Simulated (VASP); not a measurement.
# H18CO10 in VASP: notebook

The runs below take H18CO10 through single point, with PBE.

Program: VASP 6.6.1. These are calculated values, not measurements. Logs are shortened: lines on timing, memory, paths and dates and some standing lists are left out, and cuts for length are marked.

## 1. The crystal as given

The cell holds a amorphous, 29 atoms: a = 6.717 Å, b = 6.717 Å, c = 6.717 Å, α = 90.00°, β = 90.00°, γ = 90.00°.

The cell was built by a generator and needn't be a form met in nature.

## 2. Single point, PBE

Contents of INCAR:

```
SYSTEM = H18CO10
ALGO = Normal
EDIFF = 1E-7
ENCUT = 520
GGA = PE
ISIF = 2
ISMEAR = -1
LASPH = .TRUE.
LCHARG = .FALSE.
LREAL = Auto
LWAVE = .FALSE.
NBANDS = 61
NELM = 100
PREC = Accurate
SIGMA = 0.02
```

Contents of KPOINTS:

```
k-points
0
G
  1 1 1
  0 0 0
```

Contents of POSCAR:

```
H18CO10
1.0
    6.7165700000      0.0000000000      0.0000000000
    0.0000000000      6.7165700000      0.0000000000
    0.0000000000      0.0000000000      6.7165700000
O H C
10 18 1
Direct
    0.4158819159      0.9227477716      0.8588758846
    0.8847075218      0.8396398757      0.4609495621
    0.6931365265      0.4995406882      0.5982071206
    0.2943913337      0.5387571335      0.0881997805
    0.1073166810      0.0819614774      0.6987495105
    0.3601540667      0.9753043592      0.2485345943
    0.7127596377      0.1540965106      0.8156693074
    0.2855475339      0.4732326172      0.4862898771
    0.7390974858      0.1585035219      0.3510422731
    1.0244961342      0.1662157917      0.1656500267
    0.5185980344      1.0201933427      0.8144931118
    0.4066956795      0.9534330767      1.0017017615
    0.9833441772      0.9015762510      0.5571296063
    0.8202549813      0.7289732706      0.5233028168
    0.5640378943      0.5476455989      0.5502362069
    0.6884615213      0.3554492844      0.5354667635
    0.3372108085      0.6277162302     -0.0174196055
    0.2271397454      0.4156883647      0.0448443179
    0.1374064441      0.1976306359      0.6147334130
    0.2363259819      0.0180895904      0.7638571473
    0.4397035987      1.0693255635      0.3127786951
    0.2186830480      1.0184811593      0.2603561044
    0.7228540758      0.2998107665      0.8059917488
    0.8518931538      0.1014505916      0.8098478837
    0.2566786321      0.5972095876      0.5646334364
    0.3048877627      0.5214566363      0.3375383566
    0.7792519098      0.0091117937      0.4069338963
    0.8279672511      0.3878467730      0.1580866424
    0.8613027185      0.2366981957      0.2144100337
```

Potentials or basis: VASP PAW PBE potentials, release 64 (O, H, C).

The run is started by

```console
cat potpaw_PBE.64/O/POTCAR potpaw_PBE.64/H/POTCAR potpaw_PBE.64/C/POTCAR > POTCAR
mpirun -np 1 vasp_gam > vasp.out
```

OUTCAR:

```text
SYSTEM = H18CO10
   EDIFF = 1E-7
   ENCUT = 520
   GGA = PE
   ISIF = 2
   ISMEAR = -1
   LASPH = .TRUE.
   LREAL = Auto
   NELM = 100
   PREC = Accurate

 ion  position               nearest neighbor table
   1  0.416  0.923  0.859-  12 0.98  11 1.00
   2  0.885  0.840  0.461-  14 0.96  13 1.01  27 1.39
   3  0.693  0.500  0.598-  15 0.98  16 1.06
   4  0.294  0.539  0.088-  17 0.97  18 0.99
   5  0.107  0.082  0.699-  19 0.98  20 1.06
   6  0.360  0.975  0.249-  21 0.93  22 1.00
   7  0.713  0.154  0.816-  23 0.98  24 1.00
   8  0.286  0.473  0.486-  25 1.00  26 1.06
   9  0.739  0.159  0.351-  27 1.10  29 1.34
  10  0.024  0.166  0.166-  29 1.24
  11  0.519  0.020  0.814-   1 1.00
  12  0.407  0.953  0.002-   1 0.98
  13  0.983  0.902  0.557-   2 1.01
  14  0.820  0.729  0.523-   2 0.96
  15  0.564  0.548  0.550-   3 0.98
[... 9 lines left out ...]
  25  0.257  0.597  0.565-   8 1.00
  26  0.305  0.521  0.338-   8 1.06
  27  0.779  0.009  0.407-   9 1.10   2 1.39
  28  0.828  0.388  0.158-  29 1.11
  29  0.861  0.237  0.214-  28 1.11  10 1.24   9 1.34

  LATTYP: Found a simple cubic cell.
 ALAT       =     6.7165700000

  Lattice vectors:

 A1 = (   6.7165700000,   0.0000000000,   0.0000000000)
 A2 = (   0.0000000000,   6.7165700000,   0.0000000000)
 A3 = (   0.0000000000,   0.0000000000,   6.7165700000)

Analysis of symmetry for initial positions (statically):
=====================================================================
 Subroutine PRICEL returns:
 Original cell was already a primitive cell.

 Routine SETGRP: Setting up the symmetry group for a
 simple cubic supercell.

 Subroutine GETGRP returns: Found  1 space group operations
 (whereof  1 operations were pure point group operations)
 out of a pool of 48 trial point group operations.

The static configuration has the point symmetry C_1 .

Analysis of symmetry for dynamics (positions and initial velocities):
=====================================================================
 Subroutine PRICEL returns:
 Original cell was already a primitive cell.

 Routine SETGRP: Setting up the symmetry group for a
 simple cubic supercell.

 Subroutine GETGRP returns: Found  1 space group operations
 (whereof  1 operations were pure point group operations)
 out of a pool of 48 trial point group operations.

The dynamic configuration has the point symmetry C_1 .

 Subroutine INISYM returns: Found  1 space group operations
 (whereof  1 operations are pure point group operations),
 and found     1 'primitive' translations

----------------------------------------------------------------------------------------

                                     Primitive cell

  volume of cell :     303.0000

  direct lattice vectors                    reciprocal lattice vectors
     6.716570000  0.000000000  0.000000000     0.148885517  0.000000000  0.000000000
     0.000000000  6.716570000  0.000000000     0.000000000  0.148885517  0.000000000
     0.000000000  0.000000000  6.716570000     0.000000000  0.000000000  0.148885517

  length of vectors
     6.716570000  6.716570000  6.716570000     0.148885517  0.148885517  0.148885517

  position of ions in fractional coordinates (direct lattice)
     0.415881916  0.922747772  0.858875885
     0.884707522  0.839639876  0.460949562
     0.693136526  0.499540688  0.598207121
     0.294391334  0.538757133  0.088199780
     0.107316681  0.081961477  0.698749511
     0.360154067  0.975304359  0.248534594
[... 21 lines left out ...]
     0.827967251  0.387846773  0.158086642
     0.861302718  0.236698196  0.214410034

  ion indices of the primitive-cell ions
   primitive index   ion index
                 1           1
                 2           2
                 3           3
                 4           4
                 5           5
                 6           6
[... 21 lines left out ...]
                28          28
                29          29

----------------------------------------------------------------------------------------

 KPOINTS: k-points

Automatic generation of k-mesh.
 Grid dimensions read from file:
 generate k-points for:    1    1    1

 Generating k-lattice:

  Cartesian coordinates                     Fractional coordinates (reciprocal lattice)
     0.148885517  0.000000000  0.000000000     1.000000000  0.000000000  0.000000000
     0.000000000  0.148885517  0.000000000     0.000000000  1.000000000  0.000000000
     0.000000000  0.000000000  0.148885517     0.000000000  0.000000000  1.000000000

  Length of vectors
     0.148885517  0.148885517  0.148885517

  Shift w.r.t. Gamma in fractional coordinates (k-lattice)
     0.000000000  0.000000000  0.000000000

 Subroutine IBZKPT returns following result:
 ===========================================

 Found      1 irreducible k-points:

 Following reciprocal coordinates:
            Coordinates               Weight
  0.000000  0.000000  0.000000      1.000000
   k-points           NKPTS =      1   k-points in BZ     NKDIM =      1   number of bands    NBANDS=     61
   number of dos      NEDOS =    301   number of ions     NIONS =     29
   total plane-waves  NPLWV = 125000
   dimension x,y,z NGX =    50 NGY =   50 NGZ =   50
   dimension x,y,z NGXF=   100 NGYF=  100 NGZF=  100
   ions per type =              10  18   1
   NGX,Y,Z   is equivalent  to a cutoff of  12.38, 12.38, 12.38 a.u.
   NGXF,Y,Z  is equivalent  to a cutoff of  24.75, 24.75, 24.75 a.u.
 SYSTEM =  H18CO10
   PREC   = accura    normal or accurate (medium, high low for compatibility)
   ISTART =      0    job   : 0-new  1-cont  2-samecut
   ICHARG =      2    charge: 1-file 2-atom 10-const
   ISPIN  =      1    spin polarized calculation?
   LNONCOLLINEAR =      F non collinear calculations
   LSORBIT =      F    spin-orbit coupling
   LASPH  =      T    aspherical Exc in radial PAW
   ENCUT  =  520.0 eV  38.22 Ry    6.18 a.u.  12.49 12.49 12.49*2*pi/ulx,y,z
   NELM   =    100;   NELMIN=  2; NELMDL= -5     # of ELM steps
   EDIFF  = 0.1E-06   stopping-criterion for ELM
   LREAL  =      T    real-space projection
   EDIFFG = 0.1E-05   stopping-criterion for IOM
   NSW    =      0    number of steps for IOM
   IBRION =     -1    ionic relax: 0-MD 1-quasi-New 2-CG
   NFREE  =      0    steps in history (QN), initial steepest desc. (CG)
   ISIF   =      2    stress and relaxation
   ISYM   =      2    0-nonsym 1-usesym 2-fastsym
   POTIM  = 0.5000    time-step for ionic-motion
   TEBEG  =    0.0;   TEEND  =   0.0 temperature during run
   PSTRESS=    0.0 pullay stress
   NELECT =      82.0000    total number of electrons
   NUPDOWN=      -1.0000    fix difference up-down
   EMIN   =  10.00;   EMAX   =-10.00  energy-range for DOS
   EFERMI =   0.00;   METHOD = LEGACY
   ISMEAR =    -1;   SIGMA  =   0.02  broadening in eV -4-tet -1-fermi 0-gaus
   EFERMI_NEDOS =   21; number of points for ismear=-14 and -15
   IALGO  =     38    algorithm
   IMIX   =      4    mixing-type and parameters
     AMIX     =   0.40;   BMIX     =  1.00
     AMIX_MAG =   1.60;   BMIX_MAG =  1.00
  volume/ion in A,a.u.               =      10.45        70.51
  Fermi-wavevector in a.u.,A,eV,Ry     =   1.058925  2.001078 15.256517  1.121322
  Thomas-Fermi vector in A             =   2.194252
   LORBIT       =      0    0 simple, 1 ext, 2 COOP (PROOUT), +10 PAW based schemes
   GGA     = PE    functional components
   LHFCALC =     F    Hartree Fock is set to
   AEXX    =    0.0000 exact exchange contribution
   IVDW    =     0    specifies the selected vdW correction
   LEPSILON=     F    determine dielectric tensor
   LRPA    =     F    only Hartree local field effects (RPA)
 non-spin polarized calculation
  energy-cutoff  :      520.00
  volume of cell :      303.00
 maximum number of plane-waves:      4109
 NGX is ok and might be reduce to    50
   NGX = 25   NGY = 25   NGZ = 25

 number of electron      82.0000011 magnetization

 Free energy of the ion-electron system (eV)
  ---------------------------------------------------
  ext. energy  EPLUGINS =         0.00000000
  ---------------------------------------------------
  free energy    TOTEN  =      -146.56165613 eV

  energy without entropy =     -146.56165613  energy(sigma->0) =     -146.56165613

 E-fermi :  -3.0830     XC(G=0):  -6.8092

 val. band max:       -3.5714204247   @ k =   0.0000   0.0000   0.0000
 cond. band min:       1.3839369453   @ k =   0.0000   0.0000   0.0000
 fundamental gap:      4.9553573700
 Fermi energy:        -3.0830198579

 k-point     1 :       0.0000    0.0000    0.0000
  band No.  band energies     occupation
      1     -24.2202      2.00000
      2     -22.5268      2.00000
      3     -22.2547      2.00000
      4     -22.0133      2.00000
      5     -21.9743      2.00000
      6     -21.8826      2.00000
[... 45 lines left out ...]
     52       6.4461      0.00000
     53       6.6516      0.00000
 [bands above 53 left out]

------------------------ aborting loop because EDIFF is reached ----------------------------------------

  FORCE on cell =-STRESS in cart. coord.  units (eV):
  Direction    XX          YY          ZZ          XY          YZ          ZX
  --------------------------------------------------------------------------------------
  -------------------------------------------------------------------------------------
  Total        1.3737869     -4.1555137      0.3425677     -0.2213036      0.6393451      0.9544451
  in kB        7.2641921    -21.9731674      1.8113997     -1.1701899      3.3806741      5.0468324
  external PRESSURE =      -4.2991919 kB  Pullay stress =       0.0000000 kB

 VOLUME and BASIS-vectors are now :
 -----------------------------------------------------------------------------
  energy-cutoff  :      520.00
  volume of cell :      303.00
      direct lattice vectors                 reciprocal lattice vectors
     6.716570000  0.000000000  0.000000000     0.148885517  0.000000000  0.000000000
     0.000000000  6.716570000  0.000000000     0.000000000  0.148885517  0.000000000
     0.000000000  0.000000000  6.716570000     0.000000000  0.000000000  0.148885517

 POSITION                                       TOTAL-FORCE (eV/Angst)
 -----------------------------------------------------------------------------------
      2.79330      6.19770      5.76870        -0.509752     -0.311245     -0.688119
      5.94220      5.63950      3.09600         0.931262      1.457613     -0.221136
      4.65550      3.35520      4.01790        -0.013795     -1.942068     -0.865091
      1.97730      3.61860      0.59240        -0.242117     -0.625618      0.575904
      0.72080      0.55050      4.69320         0.056767     -0.537259      0.000334
      2.41900      6.55070      1.66930        -1.576898     -1.614846     -0.757906
[... 21 lines left out ...]
      5.56110      2.60500      1.06180        -0.768910     -0.136638      0.220866
      5.78500      1.58980      1.44010         1.134901     -0.331314      0.887701
 -----------------------------------------------------------------------------------
    total drift:                               -0.001561     -0.006924     -0.004552

  FREE ENERGIE OF THE ION-ELECTRON SYSTEM (eV)
  ---------------------------------------------------
  free  energy   TOTEN  =      -146.5616561253 eV

  energy  without entropy=     -146.5616561253  energy(sigma->0) =     -146.56165613
```

Run time: 25 s. Hardware: 1 thread of Intel Xeon Platinum 8559C (Emerald Rapids), shared host; peak memory 0.32 GiB.

Results:

| Quantity | Value |
| --- | --- |
| Free energy | -146.5617 eV |
| Pressure | -0.4 GPa |
| Largest force | 2.381 eV/Å |
| Band gap on the k mesh | 4.96 eV, direct |

Forces in eV/Å, atoms in the order of the input:
```
O   -0.510 -0.311 -0.688
O    0.931  1.458 -0.221
O   -0.014 -1.942 -0.865
O   -0.242 -0.626  0.576
O    0.057 -0.537  0.000
O   -1.577 -1.615 -0.758
O    0.736  0.090  0.212
O    0.252  1.641 -0.978
O   -0.284  0.500 -0.704
O   -0.631  0.056 -0.103
H    0.492 -0.203  0.032
H   -0.220 -0.054  0.824
H   -0.305 -0.028 -0.233
H   -0.618 -1.403  0.604
H   -0.369 -0.141  0.243
H    0.371  2.200  0.653
H   -0.057 -0.155 -0.226
H    0.308  0.636 -0.271
H    0.373 -0.156  0.233
H   -0.533  0.548 -0.355
H    1.253  1.614  0.973
H    0.516 -0.001 -0.189
H   -0.115 -0.192 -0.134
H   -0.364  0.426 -0.130
H    0.073 -1.058 -0.949
H   -0.542 -0.472  1.763
H    0.653  0.194 -0.417
H   -0.769 -0.137  0.221
C    1.135 -0.331  0.888
```

Levels at points of the mesh, in eV from the valence-band top:
```csv
k point,band 38,band 39,band 40,band 41,band 42,band 43,band 44,band 45
"(0.00, 0.00, 0.00)",-0.20,-0.16,-0.11,0.00,4.96,5.16,7.50,7.94
```

Caveat: the standard files for N, O and F lose accuracy on very short bonds.

(Continued in part 2 of 2.)
